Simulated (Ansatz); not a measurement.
A relaxed cell of ZrC is given with its symmetry left out. The cell was found from a structure generator's guess, not taken from experiment.

Level of theory: DFT PBE, scalar-relativistic, plane waves, PAW in Ansatz. Cutoff 420 eV, Γ-centred mesh, Gaussian smearing, no spin polarisation.

```
Zr C
1.0
     0.00000    2.54552    2.54552
     2.54552    0.00000    2.54552
     2.54552    2.54552    0.00000
Zr C
1 1
Direct
  0.50000 0.50000 0.50000
  0.75000 0.75000 0.75000
```

Formation energies are uncorrected and refer to the elements' standard structures at the same level.

Problem. Find its symmetry and describe it.

Solution. F-43m (No. 216), the zinc blende type. Conventional cell: a = 5.091 Å. Zr has 4 C at 2.20 Å; C has 4 Zr at 2.20 Å.

Problem. What is its formation energy per atom?

Solution. −0.240 eV/atom. It lies below the elements, which doesn't yet make it stable against other compounds or structures.

Problem. Is it a metal?

Solution. No, the gap on the 12×12×12 mesh is 0.49 eV.

The last run used a 12×12×12 mesh for its 2-atom cell and Gaussian smearing of 0.02 eV. Kohn–Sham gaps at this level usually fall short of measured ones. The reference form of C is held partly by dispersion forces, which this level lacks. A later test with randomly moved atoms came back to the same energy, though modes that don't fit the test's cell weren't probed.
